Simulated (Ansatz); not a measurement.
# ZnS: the cost of one run

Computed with Ansatz 0.2.0 (DFT r2SCAN, scalar-relativistic, plane waves, PAW, unless a step's input says otherwise).

**1. The structure to begin with**

The structure is cubic, space group F-43m (No. 216). Conventional cell: a = 5.409 Å, b = 5.409 Å, c = 5.409 Å, α = 90.00°, β = 90.00°, γ = 90.00°. Zn (site symmetry -43m) has 4 S at 2.34 Å in its first shell of neighbours. Around S (site symmetry -43m) lie 4 Zn at 2.34 Å.

Structure file:

```
Zn S
1.0
     0.00000   -2.70465   -2.70465
     0.00000    2.70465   -2.70465
     5.40930    0.00000    0.00000
Zn S
2 2
Direct
  0.50000 0.50000 0.50000
  0.00000 0.00000 0.00000
  0.00000 0.50000 0.25000
  0.50000 0.00000 0.75000
```

The cell is taken as given, not relaxed at this level.

**2. Zero of energy**

The cell is repeated 2 times, 4 atoms in all. Reference values: F = -8466.8968 eV; pressure -0.86 GPa; largest force 0.000 eV/Å; gap on the mesh 2.65 eV. It was computed beforehand with the settings of the runs below.

**3. The scan: a frozen normal mode**

Mode 10 of the phonon run on this cell, counted from the lowest, is frozen in: each atom moves by x times its row below, so x is the largest displacement.

```
atom     ux      uy      uz
 Zn1  0.000  -0.211  -0.211
 Zn2  0.000   0.211   0.211
  S3  0.000   0.707   0.707
  S4  0.000  -0.707  -0.707
```

**4. Point x = -0.300 Å**

The input, input.yaml:

```yaml
crystal:
  lattice:
    - [0.0, -2.70465, -2.70465]
    - [0.0, 2.70465, -2.70465]
    - [5.4093, 0.0, 0.0]
  atoms:
    - { symbol: Zn, position: [0.4765937517, 0.5, 0.5] }
    - { symbol: Zn, position: [0.0234062483, 0.0, 0.0] }
    - { symbol: S, position: [0.0784323422, 0.5, 0.25] }
    - { symbol: S, position: [0.4215676578, 0.0, 0.75] }
basis:
  ecutwfc: 500
kpoints:
  mp_grid: { grid: [6, 6, 4] }
hamiltonian:
  xc: r2scan
scf:
  occupations: { method: gaussian, width: 0.05 }
output:
  forces: true
  stress: true
  eigenvalues: true
```

Command:

```console
> ansatz run input.yaml --threads 2 --pin off --max-ram 5120MiB --backend cpu --events-out ev --progress --plain --runs-dir out
```

**Question.** How long does this run take on 2 threads of Oxide Virtual Turin-like (Zen 5), shared host, and how much memory does it need?

About 5 s, with a peak of 0.54 GiB.
